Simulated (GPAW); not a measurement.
Runs of GPAW 26.7.0 on Si2Ni. It takes space group Fm-3m (No. 225, cubic). Conventional cell: a = 5.406 Å, b = 5.406 Å, c = 5.406 Å, α = 90.00°, β = 90.00°, γ = 90.00°. Ni (site symmetry m-3m) has 8 Si at 2.34 Å as nearest neighbours. Si (site symmetry -43m) is surrounded by 4 Ni at 2.34 Å. 

```tsv
task	level	potentials or basis	data set	band path	band points	moment (μB)	V0 of scaled cells (Å³/atom)	B0 (GPa)
band structure	C09-vdW	GPAW PAW data sets (gpaw-data 1.2.1), pw	-	GXWKGLUWLK,UX	100	0.00	-	-
equation of state	revPBE+D3	the program's PAW data sets (release 1.2.1) made for this functional, pw	-	-	-	-	13.12	160
equation of state	PBEsol+D4	PAW data sets generated in the run's folder for this functional, pw	-	-	-	-	(a)	171
band structure	PBE	JTH PAW 2.0, PBE, pw	Ni jth, Si jth	GXWKGLUWLK,UX	60	0.00	-	-
```

Alike in all rows: spin collinear, ferromagnetic start; cell as given; k mesh 6 × 6 × 6; cutoff (eV) 600; smearing fermi-dirac 0.05 eV.

Problem. Estimate the missing entries.

Solution. (a) 12.97.

Caveats: the stock nickel data set gives pressures a few GPa off other programs (some runs); the PAW data sets were made with another functional, which shifts forces and pressure a little (some runs); the program truncates these outside data sets (some runs).

The runs don't all hold the same shells in valence.
